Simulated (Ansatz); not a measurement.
**AlAs: sound and stiffness along [100], [110] and [111]**

All numbers below come from DFT PBEsol, scalar-relativistic, plane waves, PAW in Ansatz 0.2.0. Settings: 420 eV plane-wave cutoff, Γ-centred 8×8×8 mesh, fixed occupations. No spin polarisation.

Relaxed structure:
```cif
data_structure
_symmetry_space_group_name_H-M 'P 1'
_symmetry_Int_Tables_number 1
_cell_length_a 4.0125
_cell_length_b 4.0125
_cell_length_c 4.0125
_cell_angle_alpha 60.000
_cell_angle_beta 60.000
_cell_angle_gamma 60.000
_cell_volume 45.68
loop_
_atom_site_label
_atom_site_type_symbol
_atom_site_fract_x
_atom_site_fract_y
_atom_site_fract_z
_atom_site_occupancy
Al1 Al 0.00000 0.00000 0.00000 1
As1 As 0.25000 0.25000 0.25000 1
```

With ions relaxed, on the cubic axes: C11 = 108.0, C12 = 54.4, C44 = 51.5 GPa. The density is 3.704 g/cm³.

Q: Is the crystal stable against strain, and how anisotropic is it?

A: Born's conditions hold: C11 + 2C12 = 216.8, C11 − C12 = 53.6 and C44 = 51.5 GPa are all positive. B = (C11 + 2C12)/3 = 72.3 GPa. The two shear moduli are C44 and C′ = (C11 − C12)/2 = 26.8 GPa, so Zener's ratio is A = C44/C′ = 1.92: the tetragonal shear C′ is the soft one, as in many fcc and bcc metals and zincblende crystals. The Cauchy pressure C12 − C44 is 2.9 GPa; it would vanish for pair forces between atoms on inversion centres at zero pressure, and here it is small.

Q: Give the sound speeds along the three symmetry directions.

A: The Christoffel equation gives ρv² for each branch:
| direction | branch | ρv² | GPa | v (m/s) |
| --- | --- | --- | --- | --- |
| [100] | L | C11 | 108.0 | 5399 |
| [100] | T (×2) | C44 | 51.5 | 3728 |
| [110] | L | (C11 + C12 + 2C44)/2 | 132.7 | 5984 |
| [110] | T, u ∥ [001] | C44 | 51.5 | 3728 |
| [110] | T, u ∥ [1-10] | (C11 − C12)/2 | 26.8 | 2690 |
| [111] | L | (C11 + 2C12 + 4C44)/3 | 140.9 | 6167 |
| [111] | T (×2) | (C11 − C12 + C44)/3 | 35.0 | 3075 |

In a piezoelectric crystal some branches stiffen further, which is left out.

Q: How does Young's modulus depend on direction?

A: Inverting gives S11 = 13.976, S12 = -4.681, S44 = 19.429 TPa⁻¹. Along a unit vector (l, m, n), 1/E = S11 − 2(S11 − S12 − S44/2)(l²m² + m²n² + n²l²), where the last bracket is 0, 1/4 and 1/3 for [100], [110] and [111]: E = 72, 105 and 125 GPa. With A > 1 the body diagonal is stiffest. For a film on (001), the biaxial modulus is C11 + C12 − 2C12²/C11 = 108 GPa and the normal strain is −2C12/C11 = -1.01 times the in-plane one.

AlAs is stiffest along the body diagonal, where both Young's modulus and the longitudinal sound speed peak, and softest against the tetragonal shear C′, which carries the slowest wave at 2690 m/s. This follows from the tetrahedral sp³ network, whose bonds point along ⟨111⟩. Tetragonal shear leaves the bond lengths unchanged to first order and is resisted mainly by the weak bond-angle forces, whereas the C44 shear also stretches and compresses bonds, even after the two sublattices shift to relieve part of the strain.

The small Cauchy pressure is therefore no sign of central forces. Nearest-neighbour central forces alone would leave this lattice with no resistance to C′, so its sizeable value points to directional covalent bonding. The near equality of C12 and C44 probably reflects a partial cancellation between angular forces and internal relaxation. The positive moduli establish stability against small homogeneous strains only, not against short-wavelength phonons or transformation to another phase.
